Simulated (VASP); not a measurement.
# KI (Fm-3m) in VASP: further runs

The runs below take KI through relaxation of cell and atoms, with RPBE+D3, RPBE+D3(BJ).

Program: VASP 6.6.1. These are calculated values, not measurements. Logs are shortened: lines on timing, memory, paths and dates and some standing lists are left out, and cuts for length are marked.

### Step 1. The crystal as given

It takes space group Fm-3m (No. 225, cubic). Conventional cell: a = 7.066 Å, b = 7.066 Å, c = 7.066 Å, α = 90.00°, β = 90.00°, γ = 90.00°. I (site symmetry m-3m) has 6 K at 3.53 Å as nearest neighbours. K (site symmetry m-3m) has 6 I at 3.53 Å as nearest neighbours.

### Step 2. Relaxation of cell and atoms, RPBE+D3

INCAR reads:

```
SYSTEM = KI
  ALGO = Fast
  EDIFF = 1E-6
  EDIFFG = -0.01
  ENCUT = 600
  GGA = RP
  IBRION = 2
  ISIF = 3
  ISMEAR = -1
  IVDW = 11
  LASPH = .True.
  LCHARG = .False.
  LREAL = .False.
  LWAVE = .False.
  NELM = 60
  NSW = 40
  PREC = Accurate
  SIGMA = 0.05
```

KPOINTS reads:

```
k-points
0
Gamma
  7 7 7
  0 0 0
```

POSCAR reads:

```
KI
1.0
    0.0000000000      3.5327750000      3.5327750000
    3.5327750000      0.0000000000      3.5327750000
    3.5327750000      3.5327750000      0.0000000000
I K
1 1
Direct
    0.5000000000      0.5000000000      0.5000000000
    0.0000000000      0.0000000000      0.0000000000
```

Potentials or basis: VASP PAW PBE potentials, release 64 (I, K_sv).

Started as:

```sh
$ cat potpaw_PBE.64/I/POTCAR potpaw_PBE.64/K_sv/POTCAR > POTCAR
$ mpirun -np 1 vasp_std > vasp.out
```

OUTCAR:

```text
SYSTEM = KI
   EDIFF = 1E-6
   EDIFFG = -0.01
   ENCUT = 600
   GGA = RP
   IBRION = 2
   ISIF = 3
   ISMEAR = -1
   IVDW = 11
   LASPH = .True.
   LREAL = .False.
   NELM = 60
   NSW = 40
   PREC = Accurate
 IVDW          = 11

 ion  position               nearest neighbor table
   1  0.500  0.500  0.500-   2 3.53   2 3.53   2 3.53   2 3.53   2 3.53   2 3.53
   2  0.000  0.000  0.000-   1 3.53   1 3.53   1 3.53   1 3.53   1 3.53   1 3.53

  LATTYP: Found a face centered cubic cell.
 ALAT       =     7.0655500000

  Lattice vectors:

 A1 = (   0.0000000000,   3.5327750000,   3.5327750000)
 A2 = (   3.5327750000,   0.0000000000,   3.5327750000)
 A3 = (   3.5327750000,   3.5327750000,   0.0000000000)

Analysis of symmetry for initial positions (statically):
=====================================================================
 Subroutine PRICEL returns:
 Original cell was already a primitive cell.

 Routine SETGRP: Setting up the symmetry group for a
 face centered cubic supercell.

 Subroutine GETGRP returns: Found 48 space group operations
 (whereof 48 operations were pure point group operations)
 out of a pool of 48 trial point group operations.

The static configuration has the point symmetry O_h .

Analysis of symmetry for dynamics (positions and initial velocities):
=====================================================================
 Subroutine PRICEL returns:
 Original cell was already a primitive cell.

 Routine SETGRP: Setting up the symmetry group for a
 face centered cubic supercell.

 Subroutine GETGRP returns: Found 48 space group operations
 (whereof 48 operations were pure point group operations)
 out of a pool of 48 trial point group operations.

The dynamic configuration has the point symmetry O_h .

 Subroutine INISYM returns: Found 48 space group operations
 (whereof 48 operations are pure point group operations),
 and found     1 'primitive' translations

----------------------------------------------------------------------------------------

                                     Primitive cell

  volume of cell :      88.1816

  direct lattice vectors                    reciprocal lattice vectors
     0.000000000  3.532775000  3.532775000    -0.141531799  0.141531799  0.141531799
     3.532775000  0.000000000  3.532775000     0.141531799 -0.141531799  0.141531799
     3.532775000  3.532775000  0.000000000     0.141531799  0.141531799 -0.141531799

  length of vectors
     4.996098318  4.996098318  4.996098318     0.245140266  0.245140266  0.245140266

  position of ions in fractional coordinates (direct lattice)
     0.500000000  0.500000000  0.500000000
     0.000000000  0.000000000  0.000000000

  ion indices of the primitive-cell ions
   primitive index   ion index
                 1           1
                 2           2

----------------------------------------------------------------------------------------

 KPOINTS: k-points

Automatic generation of k-mesh.
 Grid dimensions read from file:
 generate k-points for:    7    7    7

 Generating k-lattice:

  Cartesian coordinates                     Fractional coordinates (reciprocal lattice)
    -0.020218828  0.020218828  0.020218828     0.142857143  0.000000000  0.000000000
     0.020218828 -0.020218828  0.020218828     0.000000000  0.142857143  0.000000000
     0.020218828  0.020218828 -0.020218828     0.000000000  0.000000000  0.142857143

  Length of vectors
     0.035020038  0.035020038  0.035020038

  Shift w.r.t. Gamma in fractional coordinates (k-lattice)
     0.000000000  0.000000000  0.000000000

 Subroutine IBZKPT returns following result:
 ===========================================

 Found     20 irreducible k-points:

 Following reciprocal coordinates:
            Coordinates               Weight
  0.000000  0.000000  0.000000      1.000000
  0.142857  0.000000  0.000000      8.000000
  0.285714  0.000000  0.000000      8.000000
  0.428571  0.000000  0.000000      8.000000
  0.142857  0.142857  0.000000      6.000000
  0.285714  0.142857  0.000000     24.000000
[... 12 lines left out ...]
 -0.428571  0.428571  0.142857     24.000000
 -0.285714  0.428571  0.142857     24.000000
   k-points           NKPTS =     20   k-points in BZ     NKDIM =     20   number of bands    NBANDS=     12
   number of dos      NEDOS =    301   number of ions     NIONS =      2
   total plane-waves  NPLWV =  64000
   dimension x,y,z NGX =    40 NGY =   40 NGZ =   40
   dimension x,y,z NGXF=    80 NGYF=   80 NGZF=   80
   ions per type =               1   1
   NGX,Y,Z   is equivalent  to a cutoff of  13.31, 13.31, 13.31 a.u.
   NGXF,Y,Z  is equivalent  to a cutoff of  26.62, 26.62, 26.62 a.u.
 SYSTEM =  KI
   PREC   = accura    normal or accurate (medium, high low for compatibility)
   ISTART =      0    job   : 0-new  1-cont  2-samecut
   ICHARG =      2    charge: 1-file 2-atom 10-const
   ISPIN  =      1    spin polarized calculation?
   LNONCOLLINEAR =      F non collinear calculations
   LSORBIT =      F    spin-orbit coupling
   LASPH  =      T    aspherical Exc in radial PAW
   ENCUT  =  600.0 eV  44.10 Ry    6.64 a.u.   9.98  9.98  9.98*2*pi/ulx,y,z
   NELM   =     60;   NELMIN=  2; NELMDL= -5     # of ELM steps
   EDIFF  = 0.1E-05   stopping-criterion for ELM
   LREAL  =      F    real-space projection
   EDIFFG = -.1E-01   stopping-criterion for IOM
   NSW    =     40    number of steps for IOM
   IBRION =      2    ionic relax: 0-MD 1-quasi-New 2-CG
   NFREE  =      1    steps in history (QN), initial steepest desc. (CG)
   ISIF   =      3    stress and relaxation
   ISYM   =      2    0-nonsym 1-usesym 2-fastsym
   POTIM  = 0.5000    time-step for ionic-motion
   TEBEG  =    0.0;   TEEND  =   0.0 temperature during run
   PSTRESS=    0.0 pullay stress
   NELECT =      16.0000    total number of electrons
   NUPDOWN=      -1.0000    fix difference up-down
   EMIN   =  10.00;   EMAX   =-10.00  energy-range for DOS
   EFERMI =   0.00;   METHOD = LEGACY
   ISMEAR =    -1;   SIGMA  =   0.05  broadening in eV -4-tet -1-fermi 0-gaus
   EFERMI_NEDOS =   21; number of points for ismear=-14 and -15
   IALGO  =     68    algorithm
   IMIX   =      4    mixing-type and parameters
     AMIX     =   0.40;   BMIX     =  1.00
     AMIX_MAG =   1.60;   BMIX_MAG =  1.00
  volume/ion in A,a.u.               =      44.09       297.54
  Fermi-wavevector in a.u.,A,eV,Ry     =   0.926806  1.751409 11.686988  0.858969
  Thomas-Fermi vector in A             =   2.052808
   LORBIT       =      0    0 simple, 1 ext, 2 COOP (PROOUT), +10 PAW based schemes
   GGA     = RP    functional components
   LHFCALC =     F    Hartree Fock is set to
   AEXX    =    0.0000 exact exchange contribution
   IVDW    =    11    specifies the selected vdW correction
   LEPSILON=     F    determine dielectric tensor
   LRPA    =     F    only Hartree local field effects (RPA)
 conjugate gradient relaxation of ions
 non-spin polarized calculation
 RMM-DIIS sequential band-by-band and
  energy-cutoff  :      600.00
  volume of cell :       88.18
 maximum number of plane-waves:      2958
   NGX = 19   NGY = 19   NGZ = 19

--------------------------------------- Ionic step        1  -------------------------------------------

 number of electron      15.9999999 magnetization

 Free energy of the ion-electron system (eV)
  ---------------------------------------------------
  ext. energy  EPLUGINS =         0.00000000
  ---------------------------------------------------
  free energy    TOTEN  =        -5.20101941 eV

  energy without entropy =       -5.20101941  energy(sigma->0) =       -5.20101941

------------------------ aborting loop because EDIFF is reached ----------------------------------------

 Edisp (eV)   -0.66499

 E8    (eV) :    -0.1981

  FORCE on cell =-STRESS in cart. coord.  units (eV):
  Direction    XX          YY          ZZ          XY          YZ          ZX
  --------------------------------------------------------------------------------------
  -------------------------------------------------------------------------------------
  Total       0.63859     0.63859     0.63859     0.00000     0.00000     0.00000
  in kB      11.60250    11.60250    11.60250     0.00000     0.00000     0.00000
  external pressure =       11.60 kB  Pullay stress =        0.00 kB

 VOLUME and BASIS-vectors are now :
 -----------------------------------------------------------------------------
  energy-cutoff  :      600.00
  volume of cell :       88.18
      direct lattice vectors                 reciprocal lattice vectors
     0.000000000  3.532775000  3.532775000    -0.141531799  0.141531799  0.141531799
     3.532775000  0.000000000  3.532775000     0.141531799 -0.141531799  0.141531799
     3.532775000  3.532775000  0.000000000     0.141531799  0.141531799 -0.141531799

 POSITION                                       TOTAL-FORCE (eV/Angst)
 -----------------------------------------------------------------------------------
      3.53277      3.53277      3.53277        -0.000000      0.000000     -0.000000
      0.00000      0.00000      0.00000         0.000000     -0.000000      0.000000
 -----------------------------------------------------------------------------------
    total drift:                                0.000000     -0.000000     -0.000000
[... 65 lines left out ...]
 VOLUME and BASIS-vectors are now :
 -----------------------------------------------------------------------------
  energy-cutoff  :      600.00
  volume of cell :       97.47
      direct lattice vectors                 reciprocal lattice vectors
     0.000000000  3.652656035  3.652656035    -0.136886692  0.136886692  0.136886692
     3.652656035  0.000000000  3.652656035     0.136886692 -0.136886692  0.136886692
     3.652656035  3.652656035  0.000000000     0.136886692  0.136886692 -0.136886692

 POSITION                                       TOTAL-FORCE (eV/Angst)
 -----------------------------------------------------------------------------------
      3.65266      3.65266      3.65266         0.000000      0.000000      0.000000
      0.00000      0.00000      0.00000        -0.000000      0.000000      0.000000
 -----------------------------------------------------------------------------------
    total drift:                                0.000000     -0.000000     -0.000000

  FREE ENERGIE OF THE ION-ELECTRON SYSTEM (eV)
  ---------------------------------------------------
  free  energy   TOTEN  =        -5.8940474613 eV

  energy  without entropy=       -5.8940474612  energy(sigma->0) =       -5.89404746

--------------------------------------- Ionic step        4  -------------------------------------------

 number of electron      16.0000001 magnetization

 Free energy of the ion-electron system (eV)
  ---------------------------------------------------
  ext. energy  EPLUGINS =         0.00000000
  ---------------------------------------------------
  free energy    TOTEN  =        -5.26034903 eV

  energy without entropy =       -5.26034903  energy(sigma->0) =       -5.26034903

 E-fermi :   0.3994     XC(G=0):  -6.5128

 val. band max:       -0.7392190249   @ k =   0.0000   0.0000   0.0000
 cond. band min:       3.3281762221   @ k =   0.0000   0.0000   0.0000
 fundamental gap:      4.0673952470
 Fermi energy:         0.3994444313

 k-point     1 :       0.0000    0.0000    0.0000
  band No.  band energies     occupation
      1     -29.5336      2.00000
      2     -12.9656      2.00000
      3     -12.9656      2.00000
      4     -12.9656      2.00000
      5     -11.0679      2.00000
      6      -0.7392      2.00000
      7      -0.7392      2.00000
      8      -0.7392      2.00000
      9       3.3282      0.00000
     10       5.9485      0.00000
     11       5.9485      0.00000
     12       5.9485      0.00000

 k-point     2 :       0.1429    0.0000    0.0000
  band No.  band energies     occupation
      1     -29.5334      2.00000
      2     -12.9808      2.00000
      3     -12.9659      2.00000
      4     -12.9659      2.00000
      5     -11.0354      2.00000
      6      -0.9930      2.00000
      7      -0.7907      2.00000
      8      -0.7907      2.00000
      9       3.7534      0.00000
     10       5.8745      0.00000
     11       6.1449      0.00000
     12       6.1449      0.00000
[... 285 lines left out ...]
 VOLUME and BASIS-vectors are now :
 -----------------------------------------------------------------------------
  energy-cutoff  :      600.00
  volume of cell :       96.66
      direct lattice vectors                 reciprocal lattice vectors
     0.000000000  3.642526218  3.642526218    -0.137267372  0.137267372  0.137267372
     3.642526218  0.000000000  3.642526218     0.137267372 -0.137267372  0.137267372
     3.642526218  3.642526218  0.000000000     0.137267372  0.137267372 -0.137267372

 POSITION                                       TOTAL-FORCE (eV/Angst)
 -----------------------------------------------------------------------------------
      3.64253      3.64253      3.64253        -0.000000     -0.000000     -0.000000
      0.00000      0.00000      0.00000         0.000000      0.000000      0.000000
 -----------------------------------------------------------------------------------
    total drift:                                0.000000     -0.000000     -0.000000

  FREE ENERGIE OF THE ION-ELECTRON SYSTEM (eV)
  ---------------------------------------------------
  free  energy   TOTEN  =        -5.8942962252 eV

  energy  without entropy=       -5.8942962251  energy(sigma->0) =       -5.89429623

 reached required accuracy - stopping structural energy minimisation
```

Run time: 2 min. Hardware: 1 thread of Intel Xeon Platinum 8488C (Sapphire Rapids), shared host; peak memory 0.27 GiB.

What came out:

| Item | Value |
| --- | --- |
| Free energy | -5.8943 eV |
| Relaxed volume | 48.33 Å³/atom |
| Relaxed cell | a = 5.151 Å, b = 5.151 Å, c = 5.151 Å, α = 60.00°, β = 60.00°, γ = 60.00° |
| Space group after relaxing (to 0.05 Å) | Fm-3m (No. 225) |
| Energy gained by relaxing | 14.1 meV/atom |
| Ionic steps | 4 |
| Pressure after relaxing | 0.0 GPa |
| Band gap on the k mesh | 4.07 eV, direct |
| Dispersion energy per atom | -0.317 eV |

Step by step:
```
step  energy change (eV)  largest force (eV/Å)  pressure (GPa)  volume (Å³)
   1              0.0000                0.0000            1.16        88.18
   2             -0.0215                0.0000            0.53        92.32
   3             -0.0280                0.0000           -0.09        97.47
   4             -0.0283                0.0000            0.00        96.66
```

Final structure:
```cif
data_structure
_symmetry_space_group_name_H-M 'P 1'
_symmetry_Int_Tables_number 1
_cell_length_a 5.1513
_cell_length_b 5.1513
_cell_length_c 5.1513
_cell_angle_alpha 60.000
_cell_angle_beta 60.000
_cell_angle_gamma 60.000
_cell_volume 96.66
loop_
_atom_site_label
_atom_site_type_symbol
_atom_site_fract_x
_atom_site_fract_y
_atom_site_fract_z
_atom_site_occupancy
I1 I 0.50000 0.50000 0.50000 1
K1 K 0.00000 0.00000 0.00000 1
```

Levels at points of the mesh, in eV from the valence-band top:
| k point | band 5 | band 6 | band 7 | band 8 | band 9 | band 10 | band 11 | band 12 |
| --- | --- | --- | --- | --- | --- | --- | --- | --- |
| (0.00, 0.00, 0.00) | -10.33 | 0.00 | 0.00 | 0.00 | 4.07 | 6.69 | 6.69 | 6.69 |

Caveat: the PAW data sets were made with another functional, which shifts forces and pressure a little; spin-orbit coupling is left out, which moves the levels of the heavy elements; an odd mesh through Γ misses points on the zone boundary, where band edges often lie.

### Step 3. Relaxation of cell and atoms, RPBE+D3(BJ)

Changes to INCAR since step 2:

```diff
@@ -9,3 +9,3 @@
   ISMEAR = -1
-  IVDW = 11
+  IVDW = 12
   LASPH = .True.
```

KPOINTS is that of step 2.

POSCAR is that of step 2.

Potentials or basis: VASP PAW PBE potentials, release 64 (I, K_sv).

Started as:

```sh
$ cat potpaw_PBE.64/I/POTCAR potpaw_PBE.64/K_sv/POTCAR > POTCAR
$ mpirun -np 1 vasp_std > vasp.out
```

It took 2.8 min on 1 thread of Intel Xeon Platinum 8488C (Sapphire Rapids), shared host; peak memory 0.28 GiB.

Results (log left out):

```
Free energy                            : -7.5601 eV
Relaxed volume                         : 31.71 Å³/atom
Relaxed cell                           : a = 4.476 Å, b = 4.476 Å, c = 4.476 Å, α = 60.00°, β = 60.00°, γ = 60.00°
Space group after relaxing (to 0.05 Å) : Fm-3m (No. 225)
Energy gained by relaxing              : 239.7 meV/atom
Ionic steps                            : 5
Pressure after relaxing                : 0.0 GPa
Band gap on the k mesh                 : 4.36 eV, indirect (least direct gap 4.90 eV)
Dispersion energy per atom             : -1.616 eV
```

Step by step:
| step | energy change (eV) | largest force (eV/Å) | pressure (GPa) | volume (Å³) |
| --- | --- | --- | --- | --- |
| 1 | 0.0000 | 0.0000 | -4.39 | 88.18 |
| 2 | -0.3605 | 0.0000 | -3.19 | 73.65 |
| 3 | -0.4761 | 0.0000 | -0.67 | 64.87 |
| 4 | -0.4790 | 0.0000 | 0.21 | 62.97 |
| 5 | -0.4793 | 0.0000 | -0.01 | 63.42 |

Final structure:
```yaml
crystal:
  lattice:
    - [0.00000, 3.16520, 3.16520]
    - [3.16520, 0.00000, 3.16520]
    - [3.16520, 3.16520, 0.00000]
  atoms:
    - { symbol: I, position: [0.50000, 0.50000, 0.50000] }
    - { symbol: K, position: [0.00000, 0.00000, 0.00000] }
```

Levels at points of the mesh, in eV from the valence-band top:
```
           k point  band 4  band 5  band 6  band 7  band 8  band 9  band 10  band 11  band 12
(0.00, 0.00, 0.00)  -11.72  -11.16    0.00    0.00    0.00    5.21     6.27     6.27     6.27
```

Caveat: the volume moved by over 15 % at a fixed basis, so the end points are rough; the PAW data sets were made with another functional, which shifts forces and pressure a little; spin-orbit coupling is left out, which moves the levels of the heavy elements; an odd mesh through Γ misses points on the zone boundary, where band edges often lie.
